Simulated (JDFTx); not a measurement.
Runs of JDFTx 1.7.0 (patched build) on WC (Qusongite). It takes space group P-6m2 (No. 187, hexagonal). Conventional cell: a = 2.907 Å, b = 2.907 Å, c = 2.837 Å, α = 90.00°, β = 90.00°, γ = 120.00°. W (site symmetry -6m2) has 6 C at 2.20 Å as nearest neighbours. C (site symmetry -6m2) is surrounded by 6 W at 2.20 Å. 

```csv
task,level,potentials or basis,cell,density cutoff over wavefunction cutoff,SCF threshold on the energy,further solve for the empty bands,local potential set to -Z/r beyond,pseudo rcut,gap on the mesh (eV),pressure (GPa),V0 of scaled cells (Å³/atom),relaxed volume (Å³/atom),B0 (GPa)
relaxation of cell and atoms,RPBE,PseudoDojo-SR-PBE-0.5-standard,relaxed,8,1e-09 Ha,no,-,-,none,0.0,-,(a),-
single point,PBEsol,PseudoDojo-SR-PBEsol-0.4.1-standard with smoothed tails,as given,8,1e-09 Ha,yes,6 bohr,6,none,-3.1,-,-,-
equation of state,PBEsol,PseudoDojo-SR-PBEsol-0.4.1-standard with smoothed tails,as given,8,1e-09 Ha,-,6 bohr,6,-,-,10.30,-,(b)
relaxation of cell and atoms,PBEsol,PseudoDojo-SR-PBEsol-0.4.1-standard,relaxed,8,1e-09 Ha,no,-,-,none,0.0,-,10.30,-
equation of state,PBE,PseudoDojo-SR-PBE-0.5-standard,as given,4,1e-08 Ha,-,-,-,-,-,10.53,-,387
```

Alike in all rows: no spin polarisation; k mesh 10 × 10 × 9; cutoff (eV) 1116; smearing fermi-dirac 0.05 eV.

Problem. Fill in the values left out.

Solution. (a) 10.62; (b) 411.

Caveats: the cell was scaled at fixed shape and fractional positions, which overstates the stiffness of a crystal with free parameters, most of all of layers and chains (some runs); the potentials were made for another functional, which shifts forces and pressure (some runs).

A k mesh can miss the band edges, and the runs leave out spin-orbit coupling on W.

A gap of «none» marks a metal or a gap under the smearing width.

Not every run made on this cell is shown here.
